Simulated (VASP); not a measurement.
Here is a VASP 6.6.1 calculation.

File INCAR:

```
PREC     = Accurate       # precision mode
ENCUT    = 520            # plane-wave cutoff, eV
EDIFF    = 1E-7           # SCF threshold, eV
ISMEAR   = 0              # smearing method
SIGMA    = 0.1            # smearing width, eV
LREAL    = False          # projectors in reciprocal space
LASPH    = True           # aspherical terms in the spheres
NELM     = 100            # most SCF steps
ALGO     = Fast           # electronic algorithm
ISIF     = 2              # what is computed and relaxed
LWAVE    = False          # write WAVECAR
LCHARG   = True           # write CHGCAR
GGA      = PE             # functional
LELF     = True           # ELF
LVHAR    = True         
NBANDS   = 22             # bands
```

File KPOINTS:

```
Automatic mesh
0
Gamma
  9 9 4
```

The input POSCAR:

```
HPb2
1.0
    2.8021801921      0.0000000000      0.0000000000
   -1.4010900961      2.4267592324      0.0000000000
    0.0000000000      0.0000000000      4.6332596094
Pb H
2 1
Direct
    0.6666666667      0.3333333333      0.7695834037
    0.3333333333      0.6666666667      0.2867085049
    0.0000000000      0.0000000000      0.0277080914
```

Potentials or basis: VASP PAW PBE potentials, release 64 (Pb_d, H).

Command:

```sh
$ cat potpaw_PBE.64/Pb_d/POTCAR potpaw_PBE.64/H/POTCAR > POTCAR
$ mpirun -np 1 vasp_std > vasp.out
```

Question: Predict the band gap on the k mesh.

Answer: None (metal or under the smearing width).

Question: What does it give for the pressure?

Answer: 191.6 GPa.

Question: Estimate the largest force.

Answer: 0.187 eV/Å.

Forces in eV/Å, atoms in the order of the input:
```
Pb   0.000  0.000 -0.187
Pb   0.000  0.000  0.176
H    0.000  0.000  0.010
```

Caveat: a pressure of tens of GPa on the cell as given is suspect, and the run, the potentials or the cell itself is likely at fault. Spin-orbit coupling is left out, which matters for the levels of Pb.
